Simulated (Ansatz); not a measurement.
# SiO2: Electric field gradients

The cell is a Materials Project structure (computed, not necessarily an observed phase).

```cif
data_SiO2
_symmetry_space_group_name_H-M 'I4/mmm'
_symmetry_Int_Tables_number 139
_cell_length_a 8.9441
_cell_length_b 8.9441
_cell_length_c 5.2235
_cell_angle_alpha 90.000
_cell_angle_beta 90.000
_cell_angle_gamma 90.000
loop_
_atom_site_label
_atom_site_type_symbol
_atom_site_symmetry_multiplicity
_atom_site_Wyckoff_symbol
_atom_site_fract_x
_atom_site_fract_y
_atom_site_fract_z
Si Si 8 h 0.1769 0.1769 0.0000
O5 O 8 f 0.2500 0.2500 0.2500
O9 O 8 i 0.2085 0.0000 0.0000
```

One atom of each set is listed; the run and its k-mesh use a cell of 12 atoms with edges of 6.84, 6.84, 6.84 Å.

Method: Kohn–Sham DFT in Ansatz, PBE, plane waves and PAW (field gradients read without the response of the frozen cores, which leaves them typically 4 to 6 % off), scalar-relativistic, 420 eV cutoff, Γ-centred 4×4×4 k-points, Fermi–Dirac smearing 0.02 eV.

C_Q = eQV_zz/h, which is 24.18 MHz for Q = 1 b and V_zz = 10²¹ V/m²; η = (V_xx − V_yy)/V_zz.

17O: I = 5/2, Q = -25.58 mb. Nuclear quadrupole moments: year-2017 set (Pyykkö).

Question: What field gradients does the calculation give at each kind of site?

Answer: 

```json
{"site": "Si", "atoms": "4", "first shell": "4 O at 1.60–1.61 Å", "V_zz (10²¹ V/m²)": "0.41", "η": "0.80", "C_Q (MHz)": "–"}
{"site": "O5", "atoms": "4", "first shell": "2 Si at 1.60 Å, angle 180°", "V_zz (10²¹ V/m²)": "10.65", "η": "0.00", "C_Q (MHz)": "-6.59"}
{"site": "O9", "atoms": "4", "first shell": "2 Si at 1.61 Å, angle 160°", "V_zz (10²¹ V/m²)": "10.21", "η": "0.05", "C_Q (MHz)": "-6.31"}
```

At O5 and O9 V_zz points along the line of its two bonds (within 1°) in each case.

Si has no stable isotope with a ground-state quadrupole moment in the table, so no C_Q is given.

The run took 5.1 s of wall time (5 s of CPU time) and 0.5 GiB at its peak, on 1 thread of AMD EPYC 9R14 (Zen 4) (x86_64; 16 cores open to the job, memory cap 3.0 GiB, no GPU), a shared host with a load of 0.2 a core.
